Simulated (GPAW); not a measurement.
**Quasiparticle gap of LiH (Fm-3m) in GPAW**

How does a plane-wave GW calculation on LiH (Fm-3m) run from the first input to the gap?

Program: GPAW 26.7.0. Level of theory: PBE and many-body steps on it, plane waves. Results are calculated unless marked as measured.

The database entry behind the starting cell differs from later determinations by our own check (the deuteride, about 0.2 % short), so it need not match the best structure at ambient conditions.

## 1. The starting structure

The structure is cubic, space group Fm-3m (No. 225). The conventional cell has a = 4.074 Å, b = 4.074 Å, c = 4.074 Å, α = 90.00°, β = 90.00°, γ = 90.00°. Nearest to Li lie 6 H at 2.04 Å. Nearest to H lie 6 Li at 2.04 Å. Farther neighbours are not listed.

The cell and positions come from the Crystallography Open Database and are kept as given unless a step says otherwise.

## 2. Ground state

This step: GPAW 26.7.0; DFT, PBE, plane waves, PAW.

The ground-state density comes first.

The input, run.py:

```python
import json
import numpy as np
from gpaw.mpi import world
from ase import Atoms
from gpaw import GPAW, PW, FermiDirac

atoms = Atoms(['Li', 'H'],
    cell=[[0.0000000000, 2.0367500000, 2.0367500000],
      [2.0367500000, 0.0000000000, 2.0367500000],
      [2.0367500000, 2.0367500000, 0.0000000000]],
    scaled_positions=[[0.0000000000, 0.0000000000, 0.0000000000],
      [0.5000000000, 0.5000000000, 0.5000000000]],
    pbc=(True, True, True))
calc = GPAW(mode=PW(600),
    xc='PBE',
    kpts={'size': (10, 10, 10), 'gamma': True},
    occupations=FermiDirac(0.001),
    nbands=-7,
    convergence={'density': 1e-6, 'bands': -3},
    maxiter=100,
    txt='gs.txt')
atoms.calc = calc
res = {'energy': atoms.get_potential_energy()}
kpts = calc.get_ibz_k_points()
res['kpts'] = kpts
res['eigenvalues'] = [calc.get_eigenvalues(kpt=k) for k in range(len(kpts))]
res['n_electrons'] = calc.get_number_of_electrons()
calc.write('gs.gpw')

if world.rank == 0:
    with open('result.json', 'w') as f:
        json.dump(res, f, default=lambda x: x.tolist())
```

On the command line:

```
> mpirun -n 4 gpaw python run.py
```

Output:

```text
__  _  _
 | _ |_)|_||  |
 |__||  | ||/\| - 26.7.0

Input parameters:
  mode=PW(ecut=600.0),
  convergence={'density': 1e-06, 'bands': -3},
  kpts=MonkhorstPack(size=(10, 10, 10), gamma=True),
  maxiter=100,
  nbands=-7,
  occupations=Occupations(name='fermi-dirac', width=0.001, fixmagmom=False),
  xc=XC(name='PBE')
  [... matrices ...]
Diagonalizing LCAO Hamiltonian
Converting LCAO to pw mode

              H

       Li

Atoms  # Å, Bohr magnetons
|   | symbol |        x |        y |        z |    initial magnetic moments |
| 0 |     Li | 0.000000 | 0.000000 | 0.000000 | ( 0.0000,  0.0000,  0.0000) |
| 1 |      H | 2.036750 | 2.036750 | 2.036750 | ( 0.0000,  0.0000,  0.0000) |

Unit cell  # Å
| periodic |        x |        y |        z |  lengths |    angles |
|      yes | 0.000000 | 2.036750 | 2.036750 | 2.880399 | 60.000000 |
|      yes | 2.036750 | 0.000000 | 2.036750 | 2.880399 | 60.000000 |
|      yes | 2.036750 | 2.036750 | 0.000000 | 2.880399 | 60.000000 |

Number of symmetries: 48
Symmetry operations  # r_c * U_cc + t_c -> r_c
|    | kind |            matrix            |
|  0 |  σ   |  1, 0, 0,  1, 0,-1,  1,-1, 0 |
|  1 |  C2  |  1, 0, 0,  1,-1, 0,  1, 0,-1 |
|  2 |  E   |  1, 0, 0,  0, 1, 0,  0, 0, 1 |
|  3 |  σ   |  1, 0, 0,  0, 0, 1,  0, 1, 0 |
|  4 |  C4  |  1, 0,-1,  1, 0, 0,  1,-1, 0 |
|  5 |  S6  |  1, 0,-1,  1,-1, 0,  1, 0, 0 |
|  6 |  σ   |  1, 0,-1,  0, 1,-1,  0, 0,-1 |
|  7 |  C3  |  1, 0,-1,  0, 0,-1,  0, 1,-1 |
|  8 |  S6  |  1,-1, 0,  1, 0, 0,  1, 0,-1 |
|  9 |  C4  |  1,-1, 0,  1, 0,-1,  1, 0, 0 |
| 10 |  C3  |  1,-1, 0,  0,-1, 1,  0,-1, 0 |
| 11 |  σ   |  1,-1, 0,  0,-1, 0,  0,-1, 1 |
| 12 |  σ   |  0, 1, 0,  1, 0, 0,  0, 0, 1 |
| 13 |  C4  |  0, 1, 0,  0, 1,-1, -1, 1, 0 |
| 14 |  C3  |  0, 1, 0,  0, 0, 1,  1, 0, 0 |
| 15 |  S6  |  0, 1, 0, -1, 1, 0,  0, 1,-1 |
| 16 |  C2  |  0, 1,-1,  1, 0,-1,  0, 0,-1 |
| 17 |  σ   |  0, 1,-1,  0, 1, 0, -1, 1, 0 |
| 18 |  S4  |  0, 1,-1,  0, 0,-1,  1, 0,-1 |
| 19 |  C4  |  0, 1,-1, -1, 1, 0,  0, 1, 0 |
| 20 |  C3  |  0, 0, 1,  1, 0, 0,  0, 1, 0 |
| 21 |  σ   |  0, 0, 1,  0, 1, 0,  1, 0, 0 |
| 22 |  S6  |  0, 0, 1,  0,-1, 1, -1, 0, 1 |
| 23 |  C4  |  0, 0, 1, -1, 0, 1,  0,-1, 1 |
| 24 |  S4  |  0, 0,-1,  1, 0,-1,  0, 1,-1 |
| 25 |  C3  |  0, 0,-1,  0, 1,-1,  1, 0,-1 |
| 26 |  C2  |  0, 0,-1,  0,-1, 0, -1, 0, 0 |
| 27 |  S6  |  0, 0,-1, -1, 0, 0,  0,-1, 0 |
| 28 |  S4  |  0,-1, 1,  1,-1, 0,  0,-1, 0 |
| 29 |  C4  |  0,-1, 1,  0, 0, 1, -1, 0, 1 |
| 30 |  C2  |  0,-1, 1,  0,-1, 0,  1,-1, 0 |
| 31 |  σ   |  0,-1, 1, -1, 0, 1,  0, 0, 1 |
| 32 |  C3  |  0,-1, 0,  1,-1, 0,  0,-1, 1 |
| 33 |  S6  |  0,-1, 0,  0, 0,-1, -1, 0, 0 |
| 34 |  S4  |  0,-1, 0,  0,-1, 1,  1,-1, 0 |
| 35 |  C2  |  0,-1, 0, -1, 0, 0,  0, 0,-1 |
| 36 |  C2  | -1, 1, 0,  0, 1, 0,  0, 1,-1 |
| 37 |  S6  | -1, 1, 0,  0, 1,-1,  0, 1, 0 |
| 38 |  S4  | -1, 1, 0, -1, 0, 1, -1, 0, 0 |
| 39 |  C3  | -1, 1, 0, -1, 0, 0, -1, 0, 1 |
| 40 |  S6  | -1, 0, 1,  0, 0, 1,  0,-1, 1 |
| 41 |  C2  | -1, 0, 1,  0,-1, 1,  0, 0, 1 |
| 42 |  C3  | -1, 0, 1, -1, 1, 0, -1, 0, 0 |
| 43 |  S4  | -1, 0, 1, -1, 0, 0, -1, 1, 0 |
| 44 |  C2  | -1, 0, 0,  0, 0,-1,  0,-1, 0 |
| 45 |  i   | -1, 0, 0,  0,-1, 0,  0, 0,-1 |
| 46 |  σ   | -1, 0, 0, -1, 1, 0, -1, 0, 1 |
| 47 |  C2  | -1, 0, 0, -1, 0, 1, -1, 1, 0 |

BZ-sampling:
  Number of BZ points: 1000
  Number of IBZ points: 47

  Monkhorst-Pack size: [10, 10, 10]
  Monkhorst-Pack shift: [0.05, 0.05, 0.05]

K-points  # in reciprocal-cell coordinates
|     |                                coordinates |     weight |
|   0 | (  0.00000000,   0.00000000,   0.00000000) | 0.00100000 |
|   1 | (  0.10000000,   0.10000000,   0.00000000) | 0.00600000 |
|   2 | (  0.10000000,   0.10000000,   0.10000000) | 0.00800000 |
|   3 | (  0.20000000,   0.10000000,   0.10000000) | 0.01200000 |
|   4 | (  0.20000000,   0.20000000,   0.00000000) | 0.00600000 |
|   5 | (  0.20000000,   0.20000000,   0.10000000) | 0.02400000 |
|   6 | (  0.20000000,   0.20000000,   0.20000000) | 0.00800000 |
|   7 | (  0.30000000,   0.20000000,   0.10000000) | 0.02400000 |
|   8 | (  0.30000000,   0.20000000,   0.20000000) | 0.02400000 |
|   9 | (  0.30000000,   0.30000000,   0.00000000) | 0.00600000 |
| ... |                                            |            |
|  46 | (  0.50000000,   0.50000000,   0.50000000) | 0.00400000 |

Plane wave coefficients: 588
Cutoff: 600.0 eV

Spin-components: 1 (collinear spins)
Bands:           8
Projectors:      6
Spin-degeneracy: 2
Datatype:        complex128

  Storage: CPU
  Wave functions: 3_230_592 bytes (807_648 per core)
  Projectors: 4_845_888 bytes (1_211_472 per core)
  [... matrices ...]
Parallelization:
  kpt:    4
  domain: 1
  band:   1

Density:
  Valence electrons: 2.0
  Components: 1
  Grid points: [18 18 18]
  Charge: 0.0  # |e|

Potential:
  Grid points: [18 18 18]

species:
  Li:
    name:    Lithium
    Z:       3.0
    valence: 1
    core:    2
    charge:  0.0  # [|e|]
    compensation charges:
      type: gauss
      rc: 0.33  # [Å]
      lmax: 2
    cutoffs:
      filter: 1.91  # [Å]
      core: 2.55  # [Å]
    projectors
    | kind |    occ | energy [eV] | rcut [Å] |
    |   2s |  1.000 |      -2.874 |    1.058 |
    |   2p |  0.000 |      -1.090 |    1.058 |
    |    s |        |      24.337 |    1.058 |

    Using partial waves for Li as LCAO basis

  H:
    name:    Hydrogen
    Z:       1.0
    valence: 1
    core:    0
    charge:  0.0  # [|e|]
    compensation charges:
      type: gauss
      rc: 0.15  # [Å]
      lmax: 2
    cutoffs:
      filter: 0.85  # [Å]
      core: 0.53  # [Å]
    projectors
    | kind |    occ | energy [eV] | rcut [Å] |
    |   1s |  1.000 |      -6.494 |    0.476 |
    |    s |        |      20.717 |    0.476 |
    |    p |        |       0.000 |    0.476 |

    Using partial waves for H as LCAO basis

Reference energy: -215.277982  # eV

eigensolver:
  PPCG
  Converge bands: -3
  niter=2

density mixing:
  MSR1-Mixer
  Pratt-step length: 0.05
  Maximum mixing coefficient: 0.75
  Old densities: 10
  SVD Regularization: 0.005
  Good broyden scale: 1.0
  Trust region scale: 1.0
  Backstep threshold: 4.0
  History deletion threshold: 6.0
  Fourier metric: weight=20.0, sigma=0.015

occupation numbers:
  Fermi-Dirac:
    width: 0.0010  # eV

poisson solver:
  ecut: 4800.0  # eV

xc functional:
  name: PBE with 2 nearest neighbor stencil

Initialization done in: 0.872 s

convergence criteria:
- Maximum integral of absolute [dens]ity change: 1e-06 electrons / valence electron
- Maximum [total energy] change in last 3 cyles: 0.0005 eV / valence electron
- Maximum integral of absolute [eigenst]ate change: 4e-08 eV^2 / valence electron
maximum number of iterations: 100

SCF iterations
|iter     |     time |      energy | eigst |  dens |
|iter:   1|  |   -6.292563 | +2.44 |       |
|iter:   2|  |   -6.267441 | +0.41 | -0.56 |
|iter:   3|  |   -6.105923 | -1.83 | -0.59 |
|iter:   4|  |   -6.102039 | -2.71 | -1.26 |
|iter:   5|  |   -6.102305 | -3.33 | -1.96 |
|iter:   6|  |   -6.102324c| -4.74 | -2.66 |
|iter:   7|  |   -6.102324c| -6.20 | -4.14 |
|iter:   8|  |   -6.102323c| -6.40 | -4.48 |
|iter:   9|  |   -6.102323c| -7.45c| -5.22 |
|iter:  10|  |   -6.102323c| -7.83c| -5.75 |
|iter:  11|  |   -6.102323c| -9.38c| -6.94c|

Converged in 11 steps
SCF loop duration: 1.306 s (0.119 s/step)
Energy contributions relative to reference atoms: (reference = -215.277982)
  [... matrices ...]
Energy contributions:
  Kinetic:           5.329029
  Coulomb:          -5.630523
  Zero:             -0.010760
  External:          0.000000
  Xc:               -5.790070
  Entropy:          -0.000000
  Spinorbit:         0.000000
  ----------------------------
  Free energy:      -6.102323
  Extrapolated:     -6.102323

dipole moment: (-2.336719, -2.336719, -2.336719)  # |e|*Ang

Fermi level: 0.519
Eigenvalues  # (at kpt = [0.000, 0.000, 0.000])
| band index |      eig [eV] | occ [0-2] |
|          0 |        -5.649 |     2.000 |
|          1 |        15.084 |     0.000 |
|          2 |        17.137 |     0.000 |
|          3 |        17.137 |     0.000 |
|          4 |        17.137 |     0.000 |
|          5 |        21.859 |     0.000 |
|          6 |        21.859 |     0.000 |
|          7 |        21.859 |     0.000 |

Gap: 2.999 eV
Transition (v -> c):
  (s=0, k=41, n=0, [0.50, 0.50, 0.00]) -> (s=0, k=41, n=1, [0.50, 0.50, 0.00])
No difference between direct/indirect transitions
# Writing to gs.gpw (mode='')
  [... matrices ...]
```

Run time: 3.6 s. Hardware: 4 MPI ranks of Arm Neoverse V2, shared host; peak memory 0.55 GiB; 14 s of CPU time.

This step gave:

| Item | Value |
| --- | --- |
| total energy | -6.102 eV |
| gap | 2.999 eV |
| k of the valence top | 0.5, 0.5, 0 |
| k of the conduction bottom | 0.5, 0.5, 0 |
| least direct gap | 2.999 eV |

The gap is direct, at (0.500, 0.500, 0.000).

## 3. Bands along the symmetry lines

The cheap functional maps the bands first; the places of the edges decide which points the dearer methods must see.

The input, run.py:

```python
import json
import numpy as np
from gpaw.mpi import world
from gpaw import GPAW

path = [[0.000000, 0.000000, 0.000000],
    [0.062500, 0.000000, 0.062500],
    [0.125000, 0.000000, 0.125000],
    [0.187500, 0.000000, 0.187500],
    [0.250000, 0.000000, 0.250000],
    [0.312500, 0.000000, 0.312500],
    [0.375000, 0.000000, 0.375000],
    [0.437500, 0.000000, 0.437500],
    [0.500000, 0.000000, 0.500000],
    [0.515625, 0.031250, 0.515625],
    [0.531250, 0.062500, 0.531250],
    [0.546875, 0.093750, 0.546875],
    [0.562500, 0.125000, 0.562500],
    [0.578125, 0.156250, 0.578125],
    [0.593750, 0.187500, 0.593750],
    [0.609375, 0.218750, 0.609375],
    [0.625000, 0.250000, 0.625000],
    [0.375000, 0.375000, 0.750000],
    [0.328125, 0.328125, 0.656250],
    [0.281250, 0.281250, 0.562500],
    [0.234375, 0.234375, 0.468750],
    [0.187500, 0.187500, 0.375000],
    [0.140625, 0.140625, 0.281250],
    [0.093750, 0.093750, 0.187500],
    [0.046875, 0.046875, 0.093750],
    [0.000000, 0.000000, 0.000000],
    [0.062500, 0.062500, 0.062500],
    [0.125000, 0.125000, 0.125000],
    [0.187500, 0.187500, 0.187500],
    [0.250000, 0.250000, 0.250000],
    [0.312500, 0.312500, 0.312500],
    [0.375000, 0.375000, 0.375000],
    [0.437500, 0.437500, 0.437500],
    [0.500000, 0.500000, 0.500000],
    [0.500000, 0.468750, 0.531250],
    [0.500000, 0.437500, 0.562500],
    [0.500000, 0.406250, 0.593750],
    [0.500000, 0.375000, 0.625000],
    [0.500000, 0.343750, 0.656250],
    [0.500000, 0.312500, 0.687500],
    [0.500000, 0.281250, 0.718750],
    [0.500000, 0.250000, 0.750000],
    [0.500000, 0.218750, 0.718750],
    [0.500000, 0.187500, 0.687500],
    [0.500000, 0.156250, 0.656250],
    [0.500000, 0.125000, 0.625000],
    [0.500000, 0.093750, 0.593750],
    [0.500000, 0.062500, 0.562500],
    [0.500000, 0.031250, 0.531250],
    [0.500000, 0.000000, 0.500000]]
calc = GPAW('gs.gpw').fixed_density(kpts=path,
    symmetry='off',
    nbands=11,
    convergence={'bands': 7},
    txt='bands.txt')
res = {}
kpts = calc.get_ibz_k_points()
res['kpts'] = kpts
res['eigenvalues'] = [calc.get_eigenvalues(kpt=k) for k in range(len(kpts))]
res['n_electrons'] = calc.get_number_of_electrons()

if world.rank == 0:
    with open('result.json', 'w') as f:
        json.dump(res, f, default=lambda x: x.tolist())
```

On the command line:

```
> mpirun -n 4 gpaw python run.py
```

Output:

```text
Diagonalizing LCAO Hamiltonian
Converting LCAO to pw mode
convergence criteria:
- Maximum integral of absolute [eigenst]ate change: 4e-08 eV^2 / valence electron
maximum number of iterations: 100

SCF iterations
|iter     |     time |      energy | eigst |  dens |
|iter:   1|  |             | +3.14 |       |
|iter:   2|  |             | +1.30 |       |
|iter:   3|  |             | -1.72 |       |
[...]
|iter:   7|  |             | -6.71 |       |
|iter:   8|  |             | -7.23 |       |
|iter:   9|  |             | -7.82c|       |
SCF steps: 9
  __  _  _
 | _ |_)|_||  |
 |__||  | ||/\| - 26.7.0

Input parameters:
  mode=PW(ecut=600.0),
  convergence={'bands': 7},
  gpts=array([18, 18, 18]),
  kpts=KPoints(kpts=array([[0.      , 0.      , 0.      ],
         [0.0625  , 0.      , 0.0625  ],
         [0.125   , 0.      , 0.125   ],
         [0.1875  , 0.      , 0.1875  ],
[...]
[0.515625, 0.03125 , 0.515625],
[...]
[0.546875, 0.09375 , 0.546875],
[...]
[0.578125, 0.15625 , 0.578125],
[...]
[0.609375, 0.21875 , 0.609375],
[...]
[0.328125, 0.328125, 0.65625 ],
[...]
[0.234375, 0.234375, 0.46875 ],
[...]
[0.140625, 0.140625, 0.28125 ],
[...]
[0.046875, 0.046875, 0.09375 ],
[...]
[0.5     , 0.0625  , 0.5625  ],
         [0.5     , 0.03125 , 0.53125 ],
         [0.5     , 0.      , 0.5     ]])),
  maxiter=100,
  nbands=11,
  occupations=Occupations(name='fermi-dirac', width=0.001, fixmagmom=False),
  parallel={},
  symmetry=Symmetry(point_group=False, time_reversal=False),
  xc=XC(name='PBE')
  [... matrices ...]
timing:  # [seconds]
  Total: 0.022  # ━━━━━━━━━━━━━━━━━━━━━━━━━━━━━━━━━━━━━━━━━━━━━━━━━━━━━━━━━━━
```

Elapsed: 3.4 s, on 4 MPI ranks; peak memory 0.55 GiB; 13 s of CPU time.

This step gave:

- gap: 2.999 eV
- k of the valence top: 0.5, 0, 0.5
- k of the conduction bottom: 0.5, 0, 0.5
- least direct gap: 2.999 eV

The gap is 2.999 eV, as in the run before at this level.

Electronic bands along the path, in eV, zero at the top of the highest filled band; v1 is the highest filled band, c1 the lowest empty one:

```tsv
point	v1	c1	c2	c3	c4
Γ	-5.28	15.45	17.51	17.51	17.51
halfway	-3.77	10.13	12.76	12.76	16.04
X	0.00	3.00	10.59	10.59	13.78
halfway	-0.08	3.28	8.96	10.86	15.54
U	-0.48	4.11	7.41	11.70	15.69
jump to K	-0.48	4.11	7.41	11.70	15.69
halfway	-3.69	9.75	9.90	15.69	17.10
Γ	-5.28	15.45	17.51	17.51	17.51
halfway	-4.23	9.47	14.61	16.30	16.30
L	-2.51	4.80	13.25	16.15	16.15
halfway	-1.63	5.00	8.67	12.95	16.02
W	-0.21	5.22	5.22	11.40	17.20
halfway	-0.11	3.56	7.93	10.99	16.85
X	0.00	3.00	10.59	10.59	13.78
```

The electronic bands as a text plot (rows in eV, shown from -5.3 to 9.0 only):

```
    8.7 |              ++     ++                      +       +
    8.1 |       ++            ++                             +
    7.5 |                ++ ++               ++        +
    6.9 |                  +
    6.3 |                   ++                 +        +   +
    5.7 |         +                                      + +
    5.1 |                  +                    +   +++++++
    4.5 |                                        +++       ++
    3.9 |          ++    ++
    3.3 |             +++                                    +++
    2.8 |            +                                          +
    2.2 |
    1.6 |
    1.0 |
    0.4 |
   -0.2 |            ******                              ********
   -0.8 |          **      *                            *
   -1.4 |                                             **
   -2.0 |         *         **                      **
   -2.6 |                     **                ****
   -3.2 |       **                             *
   -3.8 |     **                *            **
   -4.4 |    *                   **        **
   -5.0 |****                      ********
         Γ           X  U|K            Γ         L        W     X
```

## 4. Empty states on the mesh, 6×6×6 mesh, 80 bands

The sums over transitions need many empty states on a uniform mesh; this step solves for them.

The input, run.py:

```python
import json
import numpy as np
from gpaw.mpi import world
from gpaw import GPAW

calc = GPAW('gs.gpw').fixed_density(kpts={'size': (6, 6, 6), 'gamma': True},
    parallel={'domain': 1, 'band': 1},
    txt='nscf.txt')
calc.diagonalize_full_hamiltonian(nbands=80)
calc.write('full.gpw', mode='all')
res = {}
kpts = calc.get_ibz_k_points()
res['kpts'] = kpts
res['eigenvalues'] = [calc.get_eigenvalues(kpt=k) for k in range(len(kpts))]
res['n_electrons'] = calc.get_number_of_electrons()

if world.rank == 0:
    with open('result.json', 'w') as f:
        json.dump(res, f, default=lambda x: x.tolist())
```

On the command line:

```
> mpirun -n 4 gpaw python run.py
```

Output:

```text
Diagonalizing LCAO Hamiltonian
Converting LCAO to pw mode
convergence criteria:
- Maximum integral of absolute [eigenst]ate change: 4e-08 eV^2 / valence electron
maximum number of iterations: 100

SCF iterations
|iter     |     time |      energy | eigst |  dens |
|iter:   1|  |             | +2.46 |       |
|iter:   2|  |             | +0.62 |       |
|iter:   3|  |             | -1.48 |       |
|iter:   4|  |             | -4.09 |       |
|iter:   5|  |             | -7.01 |       |
|iter:   6|  |             | -8.37c|       |
SCF steps: 6
  __  _  _
 | _ |_)|_||  |
 |__||  | ||/\| - 26.7.0

Input parameters:
  mode=PW(ecut=600.0),
  convergence={'density': 1e-06, 'bands': -3},
  gpts=array([18, 18, 18]),
  kpts=MonkhorstPack(size=(6, 6, 6), gamma=True),
  maxiter=100,
  nbands=8,
  occupations=Occupations(name='fermi-dirac', width=0.001, fixmagmom=False),
  parallel={'domain': 1, 'band': 1},
  xc=XC(name='PBE')
Matrix size: 564x564
# Writing to full.gpw (mode='all')
  [... matrices ...]

timing:  # [seconds]
  Total: 1.049  # ━━━━━━━━━━━━━━━━━━━━━━━━━━━━━━━━━━━━━━━━━━━━━━━━━━━━━━━━━━━
```

The job ended after 3.6 s (4 MPI ranks; peak memory 0.52 GiB).

Numbers from this step:

| Quantity | Value |
| --- | --- |
| gap | 2.999 eV |
| k of the valence top | 0.5, 0.5, 0 |
| k of the conduction bottom | 0.5, 0.5, 0 |
| least direct gap | 2.999 eV |
| k points computed | 16 |
| lowest point of the top converged band, above the valence top | 148.9219 eV |

On this mesh the gap is 2.999 eV.

(Continued in part 2 of 2.)

[Paths, hosts, dates, memory and timing lines, banners, echoed tables and standing remarks are left out of the program output.]

[Logs are printed without paths, hosts, clocks, repeated set-up lines and the standing remarks that a program may print on its own settings, such as how far it seeks lower states.]

[Runs of the session that timed out or met a known fault of the program may be left out.]

[Hosts, paths, dates, database ids (printed as entryN), source tags and the programs' standing remarks are cut or masked in the printed files.]
